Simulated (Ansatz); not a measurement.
# MoS2 in Ansatz: the effect of functional

MoS2:

```
Mo S
1.0
     1.58550    0.91539    6.11500
    -1.58550    0.91539    6.11500
     0.00000   -1.83078    6.11500
Mo S
1 2
Direct
  0.00000 0.00000 0.00000
  0.25000 0.25000 0.25000
  0.75000 0.75000 0.75000
```

Measurements of this composition are mostly on another form, of space group No. 194.

Alike in all runs:

* Program: Ansatz 0.2.0
* Task: projected density of states
* Potentials or basis: Ansatz PAW
* k mesh: 6 × 6 × 6
* Occupations: fermi-dirac, width 0.05 eV
* Spin: no spin polarisation

```csv
functional,cutoff,pressure (GPa),largest force (eV/Å)
LDA,420 eV (not typed: the program's choice for these potentials),0.1,0.53
PBEsol,420 eV (not typed: the program's choice for these potentials),2.8,0.71
r2SCAN,500 eV (not typed: the program's choice for these potentials),7.0,0.74
HSE06,420 eV (not typed: the program's choice for these potentials),3.5,0.46
PBE0,420 eV (not typed: the program's choice for these potentials),3.4,0.47
r2SCAN0,500 eV (not typed: the program's choice for these potentials),?,?
```

What does the run with functional r2SCAN0 give?

Pressure 3.0 GPa; largest force 0.36 eV/Å.

Caveats: all runs use coarse meshes; the cell's inner coordinates are idealised or old, which leaves forces on the atoms; the PAW data sets come from PBE, with cores solved anew for the run's functional, which leaves a small shift of forces and pressure; the density of states is complete only up to the lowest level of the last band computed; the thresholds are loose for stress (some runs).

Runs at the PBE level aren't shown here.
